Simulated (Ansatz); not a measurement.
# ScAl₂: enthalpy against pressure

ScAl₂, Fd-3m, a = 7.527 Å. The structure is a Materials Project entry; whether it is the stable form wasn't checked. Ansatz: PBEsol, PAW, 420 eV, Γ-centred 8×8×8 mesh on 6 atoms, Gaussian smearing 0.10 eV; no spin polarisation. Cell and atoms are relaxed at each pressure, and no other structure is tried, so the rows at high pressure may lie past a change of phase. y is the enthalpy over the state at zero pressure; there V0 = 17.767 Å³/atom. The pressures are the targets, met within 0.08 GPa.

| P (GPa) | y (eV/atom) |
| --- | --- |
| -1.0 | -0.1115 |
| 0.0 | 0.0000 |
| 1.0 | 0.1103 |
| 4.0 | 0.4345 |
| 12.0 | 1.2583 |
| 25.0 | ? |
| 50.0 | 4.6683 |
| 90.0 | 7.7456 |

Q: Fit y = c1 P + c2 P² + c3 P³ to the other rows, say what c1 and c2 mean, and predict the missing value.

A: Least squares on the rows shown. y = 0.10959 P − 0.00040351 P² + 1.5785×10⁻⁶ P³. Since dH/dP = V, c1 is V0: 0.10959 eV/GPa × 160.2 = 17.556 Å³ against 17.767; c2 = −V0/(2B0) gives B0 = 136 GPa, where a Birch–Murnaghan fit to the volumes of the same runs (not shown) gives 92 GPa: a cubic over this range folds the higher terms into c2. Above P = −c2/(3 c3) = 85 GPa the cubic's slope, the volume, would rise with pressure, so the form fails there. At P = 25.0 the fit asked for gives 2.5122 eV/atom. The run gave 2.5007 eV/atom, so the fit is 0.0115 eV/atom too high, 0.15 % of the span of the series, against an rms of 0.0014 eV/atom on the fitted rows. With a term in P⁴ added, a fit to the same known rows predicts 2.4972 eV/atom, so most of the miss is curvature that the known rows already hold. Also, this row ran on the mesh 10×10×10, its neighbour on 8×8×8, which can shift it a little.

The mesh isn't the same in all rows (8×8×8, 10×10×10).